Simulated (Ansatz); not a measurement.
## Molecular dynamics of WC

input.yaml

```yaml
accuracy: low
crystal:
  lattice:
    - [-2.954943, -5.118112, 0.0]
    - [4.432415, -2.559056, 0.0]
    - [0.0, 0.0, 5.795448]
  atoms:
    - { symbol: W, position: [0.75, 0.5, 0.0] }
    - { symbol: C, position: [0.5, 0.6666667, 0.25] }
    - { symbol: W, position: [0.75, 0.5, 0.5] }
    - { symbol: C, position: [0.5, 0.6666667, 0.75] }
    - { symbol: W, position: [0.5, 0.0, 0.0] }
    - { symbol: C, position: [0.25, 0.1666667, 0.25] }
    - { symbol: W, position: [0.5, 0.0, 0.5] }
    - { symbol: C, position: [0.25, 0.1666667, 0.75] }
    - { symbol: W, position: [0.25, 0.5, 0.0] }
    - { symbol: C, position: [0.0, 0.6666667, 0.25] }
    - { symbol: W, position: [0.25, 0.5, 0.5] }
    - { symbol: C, position: [0.0, 0.6666667, 0.75] }
    - { symbol: W, position: [0.0, 0.0, 0.0] }
    - { symbol: C, position: [0.75, 0.1666667, 0.25] }
    - { symbol: W, position: [0.0, 0.0, 0.5] }
    - { symbol: C, position: [0.75, 0.1666667, 0.75] }
basis:
  ecutwfc: 420.0
kpoints:
  mp_grid: { grid: [2, 2, 2] }
hamiltonian:
  xc: pbe
  pseudopotentials: { kind: paw, azcp: { folder: soft_1 } }
scf:
  occupations: { method: fermi_dirac, width: 0.17 }
  lower_state_search: "off"
md:
  timestep: 1.5
  n_steps: 220
  ensemble: nvt_langevin
  temperature: 2000.0
  initial_velocities: maxwell_boltzmann
  seed: 894447
  friction: 0.02
```

Command:

```bash
$ ansatz run input.yaml --threads 1 --pin off --max-ram 3072MiB --backend cpu --events-out ev --progress --plain --runs-dir out
```

It starts from a structure without forces on its atoms.

Output, in part (step lines):

```
md step     0: t =     0.00 fs  T =  1875.0 K  F+E_penalty+E_count = -85096.38307643 eV  E_kin = 3.877800 eV  (9 SCF iters)
md step     1: t =     1.50 fs  T =  1820.4 K  F+E_penalty+E_count = -85096.33723375 eV  E_kin = 3.764905 eV  (7 SCF iters)
md step     2: t =     3.00 fs  T =  1803.5 K  F+E_penalty+E_count = -85096.19830641 eV  E_kin = 3.729930 eV  (7 SCF iters)
md step     3: t =     4.50 fs  T =  1629.4 K  F+E_penalty+E_count = -85095.97672800 eV  E_kin = 3.369886 eV  (7 SCF iters)
md step     4: t =     6.00 fs  T =  1739.4 K  F+E_penalty+E_count = -85095.66695556 eV  E_kin = 3.597275 eV  (7 SCF iters)
md step     5: t =     7.50 fs  T =  1626.7 K  F+E_penalty+E_count = -85095.27609704 eV  E_kin = 3.364333 eV  (6 SCF iters)
md step     6: t =     9.00 fs  T =  1507.0 K  F+E_penalty+E_count = -85094.85976620 eV  E_kin = 3.116771 eV  (6 SCF iters)
md step     7: t =    10.50 fs  T =  1337.2 K  F+E_penalty+E_count = -85094.46032048 eV  E_kin = 2.765445 eV  (6 SCF iters)
[... lines left out ...]
md step   219: t =   328.50 fs  T =  1398.3 K  F+E_penalty+E_count = -85092.90744756 eV  E_kin = 2.891939 eV  (6 SCF iters)
md step   220: t =   330.00 fs  T =  1555.3 K  F+E_penalty+E_count = -85093.10911559 eV  E_kin = 3.216635 eV  (7 SCF iters)
```

The steps, from the saved trajectory:

```
time (fs)  T (K)  potential energy less start (eV)
      0.0   1875                             0.000
     10.5   1337                             1.923
     21.0   1037                             2.849
     31.5   1426                             1.993
     42.0   1384                             3.023
     52.5   1119                             3.445
     63.0   1672                             3.101
     73.5   1403                             3.179
     84.0   1520                             3.142
     94.5   2084                             3.153
    105.0   2381                             3.897
    115.5   2529                             4.507
    126.0   2826                             4.756
    136.5   1775                             5.368
    147.0   3213                             2.913
    157.5   2913                             3.787
    168.0   2201                             5.097
    178.5   1700                             5.572
    189.0   1408                             5.829
    199.5   2660                             4.343
    210.0   2297                             5.478
    220.5   2265                             4.011
    231.0   3220                             2.903
    241.5   2596                             3.904
    252.0   2375                             3.802
    262.5   2198                             4.321
    273.0   1715                             4.983
    283.5   1745                             4.514
    294.0   1734                             5.492
    304.5   2203                             4.325
    315.0   2338                             3.240
    325.5   1493                             3.673
```

The run went to its last step. A run of 0.33 ps of so small a system gives no equilibrium averages. Limits of this set-up: coarse k mesh, low accuracy level.

Mean squared displacements from the first frame to the last, about the centre of mass: W 0.01 Å², C 0.03 Å².

Last frame:

```xyz
16
Lattice="-2.9549 -5.1181 0.0000 4.4324 -2.5591 0.0000 0.0000 0.0000 5.7954" Properties=species:S:1:pos:R:3
W 0.139 -4.870 0.360
C 1.481 -3.928 1.864
W 0.050 -4.991 3.126
C 1.554 -4.085 4.543
W -1.493 -2.448 0.248
C 0.035 -1.578 1.671
W -1.486 -2.263 3.114
C -0.021 -1.285 4.559
W 1.569 -2.320 0.287
C 2.909 -1.522 1.581
W 1.600 -2.369 3.069
C 2.888 -1.570 4.762
W 0.097 0.124 0.290
C -1.333 -3.889 1.854
W -0.005 0.278 3.263
C -1.348 -4.062 4.708
```

Time of the run: 21 min on 1 thread of Arm Neoverse V1, with other jobs on the host, peak memory 0.51 GiB.
